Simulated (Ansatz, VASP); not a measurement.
Pt: VASP beside Ansatz

The input INCAR:

```
SYSTEM = Pt
PREC     = Accurate       ! precision mode
ENCUT    = 600            ! plane-wave cutoff, eV
EDIFF    = 1E-6           ! SCF threshold, eV
ISMEAR   = 0              ! smearing method
SIGMA    = 0.1            ! smearing width, eV
LREAL    = .False.        ! projectors in reciprocal space
LASPH    = .True.         ! aspherical terms in the spheres
NELM     = 80             ! most SCF steps
ALGO     = Normal         ! electronic algorithm
ISIF     = 3              ! what is computed and relaxed
LWAVE    = .False.        ! write WAVECAR
LCHARG   = .False.        ! write CHGCAR
GGA      = CA             ! functional
IBRION   = 2              ! ionic algorithm
NSW      = 100            ! ionic steps
EDIFFG   = -0.002         ! ionic threshold
```

KPOINTS

```
Automatic mesh
0
Gamma
  16 16 16
  0 0 0
```

Contents of POSCAR:

```
Pt
1.0
    0.0000000000      1.9456319019      1.9456319019
    1.9456319019      0.0000000000      1.9456319019
    1.9456319019      1.9456319019      0.0000000000
Pt
1
Direct
    0.0000000000      0.0000000000      0.0000000000
```

Input for Ansatz:

```yaml
crystal:
  lattice:
    - [0.0, 1.9456319019, 1.9456319019]
    - [1.9456319019, 0.0, 1.9456319019]
    - [1.9456319019, 1.9456319019, 0.0]
  atoms:
    - { symbol: Pt, position: [0.0, 0.0, 0.0] }
basis:
  ecutwfc: 600.0
kpoints:
  mp_grid: { grid: [16, 16, 16] }
hamiltonian:
  xc: lda
  pseudopotentials: { kind: paw, azcp: { folder: soft_1 } }
scf:
  occupations: { method: gaussian, width: 0.1 }
output:
  forces: true
  stress: true
  eigenvalues: true
relax:
  adjacent_minimum: "off"
  f_tol: 0.002
  max_steps: 80
  cell: { stress_tol: 0.02 }
```

Alike in both runs: task relaxation of cell and atoms; functional LDA; k mesh 16 × 16 × 16; occupations gaussian, width 0.1 eV; no spin polarisation.

```csv
,VASP,Ansatz
version,VASP 6.6.1,Ansatz 0.2.0
potentials or method,"VASP PAW LDA potentials, release 64 (Pt)","scalar-relativistic, plane waves, PAW"
plane-wave cutoff (eV),600,600
valence electrons in the cell,10,18
```

Ansatz gave:

```
gap on the k mesh at the Fermi level, each at its own relaxed structure (eV) : none
relaxed volume (Å³/atom)                                                     : 14.75
relaxed cell length with the largest relative difference (Å)                 : 2.753
```

Estimate VASP's values.

gap on the k mesh at the Fermi level, each at its own relaxed structure (eV): none; relaxed volume (Å³/atom): 14.80; relaxed cell length with the largest relative difference (Å): 2.756.

A gap of «none» marks a metal or a gap that the smearing closes. The two sets of potentials don't hold the same shells in valence. Ansatz warned: «pseudo_functional_mismatch».

The runs have no spin-orbit coupling, so splittings on Pt are missing.
